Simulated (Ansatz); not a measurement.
# Bi2Te3: the cost of one run

Program: Ansatz 0.2.0. Level of theory: DFT PBE, scalar-relativistic. These are calculated values, not measurements.

## (1) Starting point

It takes space group R3m (No. 160, trigonal). Conventional cell: a = 4.417 Å, b = 4.417 Å, c = 29.840 Å, α = 90.00°, β = 90.00°, γ = 120.00°. Around Bi (site symmetry 3m) lie 3 Te at 3.03 Å and 3 Bi at 3.43 Å. Bi (site symmetry 3m) is surrounded by 3 Te at 3.27 Å and 3 Bi at 3.43 Å. Around Te (site symmetry 3m) lie 6 Te at 3.04 to 3.45 Å. Te (site symmetry 3m) has 3 Bi at 3.03 Å and 3 Te at 3.45 Å as nearest neighbours. Te (site symmetry 3m) is surrounded by 3 Te at 3.04 Å and 3 Bi at 3.27 Å.

Coordinates:

```xyz
5
Lattice="2.2085 1.2751 9.9467 -2.2085 1.2751 9.9467 0.0000 -2.5502 9.9467" Properties=species:S:1:pos:R:3 pbc="T T T"
Bi    0.0000    0.0000   24.2301
Bi    0.0000    0.0000   11.9957
Te    0.0000    0.0000   18.2322
Te    0.0000    0.0000    5.9680
Te    0.0000    0.0000    0.0000
```

Atoms are numbered in the order of the input: Bi1, Bi2, Te3, Te4, Te5.

## (2) The deformed structure

Space group R3m before, R3m after.

## (3) LAPW, all electrons

File input.yaml:

```yaml
crystal:
  lattice:
    - [2.2085012539, 1.2750787934, 9.7477366]
    - [-2.2085012539, 1.2750787934, 9.7477366]
    - [0.0, -2.5501575869, 9.7477366]
  atoms:
    - { symbol: Bi, position: [0.812, 0.812, 0.812] }
    - { symbol: Bi, position: [0.402, 0.402, 0.402] }
    - { symbol: Te, position: [0.611, 0.611, 0.611] }
    - { symbol: Te, position: [0.2, 0.2, 0.2] }
    - { symbol: Te, position: [0.0, 0.0, 0.0] }
kpoints:
  mp_grid: { grid: [8, 8, 8] }
  band_path:
    path:
      - [0.0, 0.0, 0.0]
      - [0.5, 0.5, 0.5]
      - [0.8219262342, 0.1780737658, 0.5]
      - [0.5, -0.1780737658, 0.1780737658]
      - [0.5, 0.0, 0.0]
      - [0.0, 0.0, 0.0]
      - [0.3390368829, -0.3390368829, 0.0]
      - [0.6609631171, 0.0, 0.3390368829]
      - [0.5, 0.0, 0.5]
    npoints: 5
scf:
  occupations: { method: fermi_dirac, width: 0.08 }
hamiltonian:
  xc: pbe
  pseudopotentials: { kind: all_electron, lapw: { basis_error: 0.001 } }
output:
  forces: true
  stress: true
  eigenvalues: true
```

Started as:

```bash
> ansatz run input.yaml --threads 2 --pin off --max-ram 6144MiB --backend cpu --events-out ev --progress --plain --runs-dir out
```

**Question.** How long does this run take on 2 threads of Intel Xeon Platinum 8375C at 2.90GHz (Ice Lake), shared host, and how much memory does it need?

About 2.1 min, with a peak of 1.2 GiB.
